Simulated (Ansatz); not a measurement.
Crystal: PbF2 (Fluorocronite).

```xyz
3
Lattice="0.0000 2.9637 2.9637 2.9637 0.0000 2.9637 2.9637 2.9637 0.0000" Properties=species:S:1:pos:R:3 pbc="T T T"
Pb    0.0000    0.0000    0.0000
F     4.4455    4.4455    4.4455
F     1.4818    1.4818    1.4818
```

```yaml
Program: Ansatz 0.2.0
Task: relaxation of cell and atoms
Functional: BLYP
Dispersion: D3(BJ)
Potentials_or_basis: Ansatz PAW
Cutoff: "420 eV (not typed: the program's choice for these potentials)"
k_mesh: 8 × 8 × 8
Occupations: fermi-dirac, width 0.05 eV
Spin: no spin polarisation
```

At the start: volume 17.35 Å³/atom.

Problem. How do energy, volume and symmetry change on relaxing?

Solution. It ends after 7 steps and the volume is 17.80 Å³/atom (+2.6 %); space group Fm-3m (No. 225, to 0.05 Å).

Step by step:
| step | energy change (eV) | largest force (eV/Å) | volume (Å³) |
| --- | --- | --- | --- |
| 1 | 0.0000 | 0.0000 | 52.06 |
| 2 | 0.0074 | 0.0000 | 54.43 |
| 3 | -0.0026 | 0.0000 | 53.32 |
| 4 | -0.0027 | 0.0000 | 53.28 |
| 5 | -0.0082 | 0.0000 | 53.28 |
| 6 | -0.0078 | 0.0000 | 53.41 |
| 7 | -0.0081 | 0.0000 | 53.41 |

Final structure:
```
Pb F
1.0
     0.00000    2.98900    2.98900
     2.98900    0.00000    2.98900
     2.98900    2.98900    0.00000
Pb F
1 2
Direct
  0.00000 0.00000 0.00000
  0.75000 0.75000 0.75000
  0.25000 0.25000 0.25000
```

Caveat: the plane-wave basis is chosen anew once the cell has moved, so the energies of steps on either side of that aren't comparable; the pressure holds a Pulay correction of +0.6 GPa for the finite cutoff; the PAW data sets come from PBE, with cores solved anew for the run's functional, which leaves a small shift of forces and pressure.
